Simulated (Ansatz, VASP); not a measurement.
One calculation of Zn2Si2N, two programs

The input INCAR:

```
SYSTEM = Zn2Si2N
PREC = Accurate
ENCUT = 520
EDIFF = 1E-6
ISMEAR = 0
SIGMA = 0.1
LREAL = .FALSE.
LASPH = .TRUE.
NELM = 150
ALGO = Normal
ISIF = 2
LWAVE = .FALSE.
LCHARG = .TRUE.
ISPIN = 2
MAGMOM = 0 0 0 0 1
LORBIT = 11
GGA = PE
LELF = .TRUE.
LVHAR = .TRUE.
NBANDS = 30
```

KPOINTS

```
Automatic mesh
0
G
  6 6 2
  0 0 0
```

POSCAR

```
Zn2Si2N
1.0
    2.9433988384      0.0000000000      0.0000000000
   -1.4716994192      2.5490581675      0.0000000000
    0.0000000000      0.0000000000     10.2760486706
Zn Si N
2 2 1
Direct
    0.6666666667      0.3333333333      0.2673254432
    0.6666666667      0.3333333333      0.7326745568
    0.3333333333      0.6666666667      0.5000000000
    0.6666666667      0.3333333333      0.0000000000
    0.3333333333      0.6666666667      0.0000000000
```

Input for Ansatz:

```yaml
crystal:
  lattice:
    - [2.9433988384, 0.0, 0.0]
    - [-1.4716994192, 2.5490581675, 0.0]
    - [0.0, 0.0, 10.2760486706]
  atoms:
    - { symbol: Zn, position: [0.6666666667, 0.3333333333, 0.2673254432] }
    - { symbol: Zn, position: [0.6666666667, 0.3333333333, 0.7326745568] }
    - { symbol: Si, position: [0.3333333333, 0.6666666667, 0.5] }
    - { symbol: Si, position: [0.6666666667, 0.3333333333, 0.0] }
    - { symbol: "N", position: [0.3333333333, 0.6666666667, 0.0], spin: 1.0 }
basis:
  ecutwfc: 420
kpoints:
  mp_grid: { grid: [6, 6, 2] }
hamiltonian:
  xc: pbe
scf:
  occupations: { method: gaussian, width: 0.1 }
  lower_state_search: "off"
output:
  forces: true
  stress: true
  eigenvalues: true
  populations: true
magnetization:
  spin_polarized: true
```

Alike in both runs: task single point; functional PBE; k mesh 6 × 6 × 2; occupations gaussian, width 0.1 eV; collinear spin.

```csv
,VASP,Ansatz
version,VASP 6.6.1,Ansatz 0.2.0
potentials or method,"VASP PAW PBE potentials, release 64 (Zn, Si, N)","scalar-relativistic, plane waves, PAW"
plane-wave cutoff (eV),520,420
valence electrons in the cell,37,37
```

|  | VASP | Ansatz | Ansatz less VASP |
| --- | --- | --- | --- |
| gap on the k mesh at the Fermi level (eV) | none | none | - |
| pressure (GPa) | -0.3 | -0.3 | 0.00 |
| largest component of the traceless stress (GPa) | 0.62 | 0.53 | -0.088 |
| net moment per atom (μB) | 0.00 | 0.00 | 0.000 |

A gap of «none» marks a metal or a gap that the smearing closes. Ansatz warned: «seeded_moment_not_kept».

Caveats: the k mesh is coarse (spacing up to 0.41 Å⁻¹), so the values aren't converged.
